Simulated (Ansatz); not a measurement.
Consider a crystal of NaI in space group P6_3mc (No. 186), with Na on 2b; I on 2b. The cell of NaI is invented: close-packed anion layers stacked AB, with sites between them filled layer by layer (elements of the layers in order: I I).

The calculation used Ansatz, DFT PBE, scalar-relativistic, plane waves, PAW. Cutoff 420 eV, Γ-centred mesh, Gaussian smearing, no spin polarisation.

The zero of energy is the elements' standard structures at the same level; no fitted shifts are applied.

Task: Predict the relaxed structure.

Result:

Space group P6_3mc (No. 186). a = 5.151 Å, b = 5.151 Å, c = 7.973 Å, α = 90.00°, β = 90.00°, γ = 120.00°
```json
{"atom": "Na", "site": "2b", "symmetry": "3m.", "x": "0.3333", "y": "0.6667", "z": "0.3816"}
{"atom": "I", "site": "2b", "symmetry": "3m.", "x": "0.3333", "y": "0.6667", "z": "0.9915"}
```

It has the wurtzite type. Na has 4 I at 3.10–3.11 Å; I is surrounded by 4 Na at 3.10–3.11 Å. Another local minimum with the same sites may exist.

Task: Where does its energy lie, and is it a metal?

Result: The energy over the elements is −1.238 eV/atom and the gap on the 6×6×4 mesh of the 4-atom cell is 3.70 eV. Whether it is stable depends on the other phases of the system, which aren't compared here.

The last run used Gaussian smearing of 0.02 eV. These runs have no spin–orbit coupling, which can matter for I. Kohn–Sham gaps at this level usually fall short of measured ones. The missing spin–orbit coupling can work the other way here. The reference form of I is held partly by dispersion forces, which this level lacks. Symmetry constrained the relaxation, so the result can be a saddle point.
